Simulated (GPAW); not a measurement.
# Dielectric function and optical constants of BeS

Aim: the dielectric function of BeS, and the optical constants that follow from it. The cell comes from an older database entry, whose edges can differ from later determinations, mostly by under a per cent.

Method: DFT, LDA, plane-wave PAW (GPAW data sets), scalar-relativistic, RPA, optical limit, in GPAW 26.7.0.

The database entry behind the starting cell differs from later determinations by our own check (0.1 to 0.3 % short, probably kX units), so it need not match the best structure at ambient conditions.

## Step 1: Set-up

It takes space group F-43m (No. 216, cubic). The conventional cell has a = 4.850 Å, b = 4.850 Å, c = 4.850 Å, α = 90.00°, β = 90.00°, γ = 90.00°. Nearest to S lie 4 Be at 2.10 Å. Be has 4 S at 2.10 Å nearest. Farther neighbours and most contacts between anions are not listed.

Coordinates:

```cif
data_structure
_symmetry_space_group_name_H-M 'F-43m'
_symmetry_Int_Tables_number 216
_cell_length_a 4.8500
_cell_length_b 4.8500
_cell_length_c 4.8500
_cell_angle_alpha 90.000
_cell_angle_beta 90.000
_cell_angle_gamma 90.000
_cell_volume 114.08
loop_
_atom_site_label
_atom_site_type_symbol
_atom_site_symmetry_multiplicity
_atom_site_Wyckoff_symbol
_atom_site_fract_x
_atom_site_fract_y
_atom_site_fract_z
_atom_site_occupancy
S1 S 4 c 0.25000 0.25000 0.25000 1
Be1 Be 4 a 0.00000 0.00000 0.00000 1
```

## Step 2: Bands for the response

The response needs many more empty bands than the density does.

This step: DFT, LDA, plane-wave PAW (GPAW data sets), scalar-relativistic, bands at fixed density (GPAW 26.7.0).

Contents of nscf.py:

```python
from ase.dft.bandgap import bandgap
from gpaw import GPAW, FermiDirac

calc = GPAW('gs.gpw').fixed_density(kpts={'size': (12, 12, 12), 'gamma': True}, nbands=27, convergence={'bands': 21},
                                    occupations=FermiDirac(0.001), txt='nscf.txt')
print('gap (eV)', bandgap(calc, output=None)[0])
print('direct gap (eV)', bandgap(calc, direct=True, output=None)[0])
print('top band over the Fermi level (eV)', min(calc.get_eigenvalues(kpt=k)[20] for k in range(len(calc.get_ibz_k_points()))) - calc.get_fermi_level())
calc.write('full.gpw', mode='all')
```

The run is started by

```
$ OMP_NUM_THREADS=1 python nscf.py
```

Numbers of over 12 decimals in the logs are rounded to 6 here.

The log of the run:

```text
Diagonalizing LCAO Hamiltonian
Converting LCAO to pw mode
convergence criteria:
- Maximum integral of absolute [eigenst]ate change: 4e-08 eV^2 / valence electron
maximum number of iterations: 150

SCF iterations
|iter     |      energy | eigst |  dens |
|iter:   1||             | +3.17 |       |
|iter:   2||             | +1.47 |       |
|iter:   3||             | -0.82 |       |
|iter:   4||             | -2.44 |       |
|iter:   5||             | -4.28 |       |
|iter:   6||             | -5.77 |       |
|iter:   7||             | -7.13 |       |
|iter:   8||             | -8.01c|       |
SCF steps: 8
  __  _  _
 | _ |_)|_||  |
 |__||  | ||/\| - 26.7.0

Versions:
  Python: 3.12.14
  ASE:    3.29.0
  Numpy:  2.5.5
  Scipy:  1.18.1
  Libxc:  7.0.0

Input parameters:
  mode=PW(ecut=400.0),
  convergence={'bands': 21},
  gpts=array([16, 16, 16]),
  kpts=MonkhorstPack(size=(12, 12, 12), gamma=True),
  maxiter=150,
  nbands=27,
  occupations=Occupations(name='fermi-dirac', width=0.001, fixmagmom=False),
  parallel={},
  xc=XC(name='LDA')

--- standard output ---
gap (eV) 2.898080
direct gap (eV) 5.508472
top band over the Fermi level (eV) 27.283283
```

Run time: 10 s. Hardware: 1 thread of Intel Xeon Platinum 8488C (Sapphire Rapids), shared host; peak memory 0.15 GiB.

Read-outs, printed or worked out from the files:

- gap on the k-mesh: 2.898 eV
- direct gap on the mesh: 5.508 eV

## Step 3: Dielectric function, RPA

Local fields let the induced charge screen the field inside the cell, which as a rule lowers ε, most along directions where the density is uneven.

This step: DFT, LDA, plane-wave PAW (GPAW data sets), scalar-relativistic, RPA, optical limit (GPAW 26.7.0).

Contents of df.py:

```python
from gpaw.response.df import DielectricFunction

df = DielectricFunction('full.gpw', frequencies={'type': 'nonlinear', 'domega0': 0.03, 'omega2': 8},
                        ecut=50,
                        eta=0.1,
                        nbands=21,
                        txt='df.txt')
for direction in ['x']:
    df.get_dielectric_function(xc='RPA', direction=direction, filename=f'df_{direction}.csv')
```

The run is started by

```
$ OMP_NUM_THREADS=1 python df.py
```

The log of the run:

```text
Using integrator: PointIntegrator
NonLinearFrequencyDescriptor(from 0.000 to 49.084 eV, 463 points)
Nonperiodic BCs:  [False False False]
Using integrator: PointIntegrator
NonLinearFrequencyDescriptor(from 0.000 to 49.084 eV, 463 points)
Nonperiodic BCs:  [False False False]

Calculating chi0 body with:
    Ground state adapter containing:
    Number of spins: 1
    Number of kpoints: 1728
    Number of irreducible kpoints: 72
    Number of completely occupied states: 4
    Number of partially occupied states: 4

    Linear response parametrization:
    q_c: [0.0, 0.0, 0.0]
    Number of frequency points: 463
    Planewave cutoff: 50.0
    Number of bands: 21
    Number of planewaves: 15
    Broadening (eta): 0.1

Integrating chi0 body.

Symmetries of q_c:
    Direct symmetries (Uq -> q): 24
    Indirect symmetries (TUq -> q): 24
In total 48 allowed symmetries.

72 groups of equivalent kpoints. 95.833333% reduction.

Integral kind: spectral function

Calculating chi0 optical extensions with:
    Ground state adapter containing:
    Number of spins: 1
    Number of kpoints: 1728
    Number of irreducible kpoints: 72
    Number of completely occupied states: 4
    Number of partially occupied states: 4

    Linear response parametrization:
    Number of frequency points: 463
    Planewave cutoff: 50.0
    Number of bands: 21
    Number of planewaves: 15
    Broadening (eta): 0.1
Integrating chi0 head and wings.

Symmetries of q_c:
    Direct symmetries (Uq -> q): 24
    Indirect symmetries (TUq -> q): 24
In total 48 allowed symmetries.

72 groups of equivalent kpoints. 95.833333% reduction.

Integral kind: spectral function wings
```

Wall time 2.4 s (1 thread); peak memory 0.17 GiB.

Read-outs, printed or worked out from the files:

| Item | Value |
| --- | --- |
| electronic dielectric constant ε∞, mean over x, y and z (by symmetry where fewer were run) | 5.118 |
| main peak of Im epsilon, first axis | 6.796 eV |
| centre of weight of the strongest loss peak in the window | 21.18 eV |

Some rows of df_x.csv (energy; Re and Im without local fields; Re and Im with them):

```text
0.000000, 5.843147, -0.000000, 5.117934, -0.000000
0.555532, 5.871517, 0.010290, 5.140731, 0.008267
1.143969, 5.966084, 0.022131, 5.216671, 0.017763
1.768324, 6.149155, 0.037142, 5.363468, 0.029754
2.431988, 6.461893, 0.058457, 5.613625, 0.046688
3.138794, 6.987080, 0.093327, 6.032131, 0.074203
3.893091, 7.919503, 0.163229, 6.771004, 0.128935
4.699832, 9.884203, 0.370622, 8.315427, 0.290187
5.564682, 16.012210, 4.609643, 13.034842, 3.676053
6.494155, 11.271162, 17.669653, 9.847510, 13.396029
7.495775, -3.554934, 15.960702, -0.132952, 12.467033
8.578281, -3.277897, 5.543121, -2.192453, 4.792637
9.751884, -4.766054, 4.459325, -3.172575, 5.123453
11.028587, -1.367012, 2.106888, -0.931522, 1.813716
12.422601, -1.938911, 1.414904, -1.489786, 1.773069
13.950874, -0.960834, 0.977529, -0.649790, 1.036430
15.633783, -0.766022, 0.504724, -0.669783, 0.699592
17.496047, -0.402975, 0.387178, -0.269204, 0.543509
19.567954, -0.134185, 0.435191, 0.158022, 0.560251
21.887015, 0.091425, 0.101907, 0.071917, 0.288178
24.500258, 0.342873, 0.073494, 0.338512, 0.156574
```

Values under the direct gap are tails of Lorentzian lines. Im ε, E ∥ x against photon energy; read off at these points:

| photon energy (eV) | Im ε, E ∥ x |
| --- | --- |
| 0.0 | 0 |
| 1.0 | 0.0153 |
| 2.0 | 0.0350 |
| 3.0 | 0.0676 |
| 4.0 | 0.141 |
| 5.0 | 0.462 |
| 6.0 | 7.64 |
| 6.8 | 16.8 |
| 7.0 | 11.7 |
| 8.0 | 8.08 |
| 9.0 | 4.95 |
| 9.6 | 6.16 |
| 10.0 | 3.99 |
| 11.0 | 1.80 |
| 12.0 | 2.41 |
| 13.0 | 1.63 |
| 14.0 | 1.12 |
| 15.0 | 1.21 |
| 16.0 | 0.567 |
| 17.0 | 0.716 |
| 18.0 | 0.484 |
| 19.0 | 0.415 |
| 20.0 | 0.484 |
| 21.0 | 0.447 |
| 22.0 | 0.255 |
| 23.0 | 0.221 |
| 24.0 | 0.182 |

The Re ε, E ∥ x by photon energy:

photon energy (eV), Re ε, E ∥ x and a bar from the least value:
```
      0.0        5.1 ################
      0.5        5.1 ################
      1.0        5.2 ################
      1.5        5.3 ################
      2.0        5.4 ################
      2.5        5.6 #################
      3.0        5.9 #################
      3.5        6.3 ##################
      4.0        6.9 ###################
      4.5        7.8 #####################
      5.0        9.4 ########################
      5.5       12.9 ##############################
      6.0       12.1 ############################
      6.5        9.8 ########################
      7.0        1.3 #########
      7.5       -0.2 ######
      8.0       -1.7 ###
      8.5       -2.9 #
      9.0       -1.2 ####
      9.5       -1.6 ####
     10.0       -3.5 
     10.5       -2.3 ##
     11.0       -1.0 #####
     11.5       -1.2 ####
     12.0       -1.5 ####
     12.5       -1.4 ####
     13.0       -0.6 #####
     13.5       -1.3 ####
     14.0       -0.6 #####
     14.5       -0.6 #####
     15.0       -0.5 ######
     15.5       -0.8 #####
     16.0       -0.5 ######
     16.5       -0.2 ######
     17.0       -0.3 ######
     17.5       -0.3 ######
     18.0       -0.1 ######
     18.5       -0.1 ######
     19.0        0.0 ######
     19.5        0.2 #######
     20.0        0.0 ######
     20.5        0.0 ######
     21.0        0.2 #######
     21.5        0.1 #######
     22.0        0.1 #######
     22.5        0.2 #######
     23.0        0.2 #######
     23.5        0.3 #######
     24.0        0.3 #######
     24.5        0.3 #######
```

The reflectivity at normal incidence, E ∥ x has structure finer than the step of the table below, so its rows give means over 1 eV, whole bins alone (the curve runs from 0 to 25.0 eV). Peaks (eV: height): 6.9: 48.2, 7.7: 50.6, 8.3: 51.5, 10.3: 59.9, 12.5: 45.0, 13.7: 45.6, 15.5: 45.1.

Reflectivity at normal incidence, E ∥ x against photon energy; means over each step:

| photon energy (eV) | reflectivity at normal incidence, E ∥ x (%) |
| --- | --- |
| 1 | 15.2 |
| 2 | 16.0 |
| 3 | 17.5 |
| 4 | 20.3 |
| 5 | 26.4 |
| 6 | 36.7 |
| 7 | 43.9 |
| 8 | 47.8 |
| 9 | 39.1 |
| 10 | 52.4 |
| 11 | 38.7 |
| 12 | 38.9 |
| 13 | 36.1 |
| 14 | 38.4 |
| 15 | 33.3 |
| 16 | 36.7 |
| 17 | 28.2 |
| 18 | 26.0 |
| 19 | 19.5 |
| 20 | 18.0 |
| 21 | 16.0 |
| 22 | 16.8 |
| 23 | 12.1 |
| 24 | 8.77 |

The refractive index n and extinction k by photon energy:

| photon energy (eV) | n | k |
| --- | --- | --- |
| 0.0 | 2.26 | 0 |
| 0.5 | 2.27 | 0.00164 |
| 1.0 | 2.28 | 0.00336 |
| 1.5 | 2.30 | 0.00528 |
| 2.0 | 2.33 | 0.00751 |
| 2.5 | 2.38 | 0.0103 |
| 3.0 | 2.44 | 0.0139 |
| 3.5 | 2.52 | 0.0190 |
| 4.0 | 2.63 | 0.0268 |
| 4.5 | 2.79 | 0.0409 |
| 5.0 | 3.07 | 0.0754 |
| 5.5 | 3.62 | 0.404 |
| 6.0 | 3.63 | 1.05 |
| 6.5 | 3.63 | 1.85 |
| 7.0 | 2.56 | 2.29 |
| 7.5 | 2.48 | 2.51 |
| 8.0 | 1.82 | 2.23 |
| 8.5 | 1.21 | 2.09 |
| 9.0 | 1.40 | 1.77 |
| 9.5 | 1.51 | 1.96 |
| 10.0 | 0.947 | 2.11 |
| 10.5 | 0.616 | 1.64 |
| 11.0 | 0.727 | 1.24 |
| 11.5 | 0.915 | 1.41 |
| 12.0 | 0.816 | 1.48 |
| 12.5 | 0.585 | 1.32 |
| 13.0 | 0.756 | 1.08 |
| 13.5 | 0.554 | 1.26 |
| 14.0 | 0.577 | 0.972 |
| 14.5 | 0.554 | 0.957 |
| 15.0 | 0.648 | 0.933 |
| 15.5 | 0.432 | 1.00 |
| 16.0 | 0.356 | 0.794 |
| 16.5 | 0.510 | 0.708 |
| 17.0 | 0.483 | 0.740 |
| 17.5 | 0.412 | 0.660 |
| 18.0 | 0.440 | 0.550 |
| 18.5 | 0.494 | 0.548 |
| 19.0 | 0.468 | 0.443 |
| 19.5 | 0.598 | 0.433 |
| 20.0 | 0.493 | 0.491 |
| 20.5 | 0.441 | 0.428 |
| 21.0 | 0.591 | 0.378 |
| 21.5 | 0.460 | 0.401 |
| 22.0 | 0.446 | 0.286 |
| 22.5 | 0.507 | 0.276 |
| 23.0 | 0.527 | 0.209 |
| 23.5 | 0.543 | 0.194 |
| 24.0 | 0.560 | 0.162 |
| 24.5 | 0.596 | 0.131 |

Values under the direct gap are tails of Lorentzian lines. The Im ε, E ∥ x by photon energy; read off at these points:

| photon energy (eV) | without local fields | with local fields |
| --- | --- | --- |
| 0.0 | 0 | 0 |
| 1.0 | 0.0191 | 0.0153 |
| 2.0 | 0.0438 | 0.0350 |
| 3.0 | 0.0850 | 0.0676 |
| 4.0 | 0.179 | 0.141 |
| 5.0 | 0.592 | 0.462 |
| 6.0 | 9.90 | 7.64 |
| 6.8 | 21.5 | 16.8 |
| 7.0 | 15.1 | 11.7 |
| 7.4 | 16.9 | 12.3 |
| 8.0 | 10.2 | 8.08 |
| 9.0 | 5.91 | 4.95 |
| 10.0 | 3.16 | 3.99 |
| 11.0 | 2.07 | 1.80 |
| 12.0 | 2.04 | 2.41 |
| 13.0 | 1.72 | 1.63 |
| 14.0 | 1.05 | 1.12 |
| 15.0 | 0.998 | 1.21 |
| 16.0 | 0.437 | 0.567 |
| 17.0 | 0.502 | 0.716 |
| 18.0 | 0.369 | 0.484 |
| 19.0 | 0.339 | 0.415 |
| 20.0 | 0.265 | 0.484 |
| 21.0 | 0.276 | 0.447 |
| 22.0 | 0.105 | 0.255 |
| 23.0 | 0.0937 | 0.221 |
| 24.0 | 0.0747 | 0.182 |

At chosen wavelengths:

| wavelength (nm) | n | k | R (%) | 1/α |
| --- | --- | --- | --- | --- |
| 1550 | 2.27 | 0.003 | 15.1 | 46 µm |
| 1064 | 2.28 | 0.004 | 15.3 | 21 µm |
| 800 | 2.30 | 0.005 | 15.6 | 12 µm |
| 532 | 2.36 | 0.009 | 16.4 | 4.6 µm |
| 450 | 2.40 | 0.012 | 17.0 | 3.0 µm |
| 405 | 2.44 | 0.014 | 17.6 | 2.2 µm |
| 365 | 2.50 | 0.018 | 18.3 | 1.6 µm |

Below the direct gap, k and the depth come from the tails of the Lorentzian lines, not from transitions.

## Step 4: What came out

```yaml
electronic_dielectric_constant_eps_infinity_mean_over_x_y_and_z_by_symmetry_where_fewer_were_run_rpa: 5.12
main_peak_of_im_epsilon_first_axis: 6.80 eV
centre_of_weight_of_the_strongest_loss_peak_in_the_window_first_axis: 21.2 eV
```

**Reading.** At this level (LDA, RPA) BeS has ε∞ = 5.12 and n = 2.27 at 1550 nm, and Im ε peaks at 6.8 eV. On the mesh the gap is 2.90 eV and the least direct gap 5.51 eV, so on this mesh the band edges lie at different points. Local fields change the static value along x from 5.84 to 5.12 (-12 %). Distinct maxima of Im ε, read by a parabola through the highest points, lie at 6.80 eV (17), 7.46 eV (13), 8.17 eV (8.6) and 9.59 eV (6.2). Excitons and phonon-assisted transitions are missing; LDA gaps are as a rule too small, which pulls the onset down and ε∞ up. The sum runs over mesh points, so small or evenly spaced maxima can still be ripples of the mesh. Besides steps told in other documents, this task had 1 run with a known fault of program or setting; those not told in a step above aren't shown.

[Machine, clock and banner lines and Python warnings are left out of the logs.]

[Logs are printed without paths, hosts, clocks, repeated set-up lines and the standing remarks that a program may print on its own settings, such as how far it seeks lower states.]

[Hosts, paths, dates, database ids (printed as entryN), source tags and the programs' standing remarks are cut or masked in the printed files.]
